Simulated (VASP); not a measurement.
Here is a VASP 6.6.1 calculation.

Contents of INCAR:

```
SYSTEM = BeS
PREC     = Accurate       ! precision mode
ENCUT    = 600            ! plane-wave cutoff, eV
EDIFF    = 1E-6           ! SCF threshold, eV
ISMEAR   = 0              ! smearing method
SIGMA    = 0.03           ! smearing width, eV
LREAL    = .False.        ! projectors in reciprocal space
LASPH    = .True.         ! aspherical terms in the spheres
NELM     = 80             ! most SCF steps
ALGO     = Normal         ! electronic algorithm
ISIF     = 3              ! what is computed and relaxed
LWAVE    = .False.        ! write WAVECAR
LCHARG   = .False.        ! write CHGCAR
GGA      = PS             ! functional
IBRION   = 2              ! ionic algorithm
NSW      = 90             ! ionic steps
EDIFFG   = -0.01          ! ionic threshold
```

File KPOINTS:

```
Automatic mesh
0
Gamma
  10 10 10
  0 0 0
```

The input POSCAR:

```
BeS
1.0
    0.0000000000      2.4250000000      2.4250000000
    2.4250000000      0.0000000000      2.4250000000
    2.4250000000      2.4250000000      0.0000000000
Be S
1 1
Direct
    0.0000000000      0.0000000000      0.0000000000
    0.2500000000      0.2500000000      0.2500000000
```

Potentials or basis: VASP PAW PBE potentials, release 64 (Be, S).

Launch:

```sh
$ cat potpaw_PBE.64/Be/POTCAR potpaw_PBE.64/S/POTCAR > POTCAR
$ mpirun -np 1 vasp_std > vasp.out
```

(1) Predict the relaxed volume.

(2) What does it give for the space group after relaxing (to 0.05 Å)?

Answers

(1) 14.18 Å³/atom.

(2) F-43m (No. 216).

Caveat: the PAW data sets were made with another functional, which shifts forces and pressure a little.
